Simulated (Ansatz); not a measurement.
## Ga (bcc)

Computed with Ansatz (plane waves, PAW, 420 eV cutoff): PBE, scalar-relativistic, no spin polarisation, 18×18×18 k-mesh, Gaussian smearing of 0.05 eV. The datasets are Ansatz's generated set soft_2.

```
Ga
1.0
    -1.68644    1.68644    1.68644
     1.68644   -1.68644    1.68644
     1.68644    1.68644   -1.68644
Ga
1
Direct
  0.00000 0.00000 0.00000
```

At room temperature and ambient pressure Ga takes another structure.

Which orbitals carry the states at the Fermi level, and how many states are there?

Within 0.1 eV of it: Ga 4p 72 %, Ga 4s 28 % (shares among the projected shells). The density of states at the Fermi level is about 0.41 states/eV per cell, averaged over 0.3 eV.

Density of states (tetrahedra, averaged over 0.5 eV; states/eV per cell of 1 atom; energy in eV from the Fermi level; projections on Löwdin-orthogonalised atomic orbitals, summed over sites):

```csv
E,total,Ga 4p,Ga 4s
-7.60,0.23,0.12,0.10
-7.10,0.25,0.13,0.11
-6.60,0.26,0.14,0.12
-6.10,0.28,0.14,0.13
-5.60,0.30,0.15,0.15
-5.10,0.32,0.15,0.17
-4.60,0.38,0.14,0.23
-4.10,0.34,0.12,0.22
-3.60,0.30,0.11,0.19
-3.10,0.33,0.16,0.17
-2.60,0.29,0.19,0.10
-2.10,0.32,0.23,0.09
-1.60,0.40,0.29,0.10
-1.10,0.42,0.29,0.12
-0.60,0.40,0.28,0.12
-0.10,0.41,0.29,0.11
0.40,0.43,0.31,0.11
0.90,0.44,0.33,0.10
1.40,0.47,0.36,0.09
1.90,0.49,0.39,0.09
2.40,0.48,0.38,0.08
2.90,0.47,0.38,0.08
3.40,0.47,0.37,0.07
3.90,0.47,0.38,0.07
4.40,0.48,0.38,0.07
4.90,0.48,0.39,0.06
5.40,0.49,0.39,0.06
```

The calculation's cell holds 13 valence electrons, an odd number. Without magnetic order each band takes two, so one stays part-filled and the crystal must be a metal.
